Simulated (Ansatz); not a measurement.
Consider the formal exchange of groups at a Ge–N bond: `O[SiH2][NH][GeH3]` + `OCc1ccccc1` → `[GeH3][c]1ccccc1` + `OCN[SiH2]O`.

Computed with Ansatz on PBE0-D4/def2-TZVP structures; ΔE is electronic, products minus reactants. CCSD(T)/CBS is the MP2 limit (def2-TZVPP, def2-QZVPP) plus CCSD(T) − MP2 in def2-TZVPP, frozen cores. Functionals use def2-TZVPP. B3LYP here is the variant with VWN-RPA as its local correlation; programs differ in this. For Ge outer-core shells are correlated without core-valence functions, which leaves a few kJ/mol of doubt a bond. Scalar relativity is left out up to krypton. One conformer a species, not always the lowest.

Problem. Is it downhill or uphill in electronic energy at CCSD(T)/CBS, and by how much? (Estimate.)

Solution. The calculation gave: Uphill: ΔE = +9.6 kcal/mol.

Problem. What do these levels give: PBE-D4, B3LYP-D4, ωB97X-V, r2SCAN, HF/def2-TZVPP, MP2/CBS(def2)? (Estimate.)

Solution. Computed: PBE-D4 8.3, B3LYP-D4 9.3, ωB97X-V 9.7, r2SCAN 9.6, HF/def2-TZVPP 12.0, MP2/CBS(def2) 9.7 kcal/mol.

Largest T1 diagnostic among the species: 0.011.

In def2-TZVPP, CCSD(T) changes the Hartree–Fock value by −2.6 kcal/mol (the triples alone add −0.4 kcal/mol) and MP2 by −2.5 kcal/mol. From PBE to PBE0 (25 % exact exchange), in def2-TZVPP and without D4, ΔE moves by +0.9 kcal/mol.
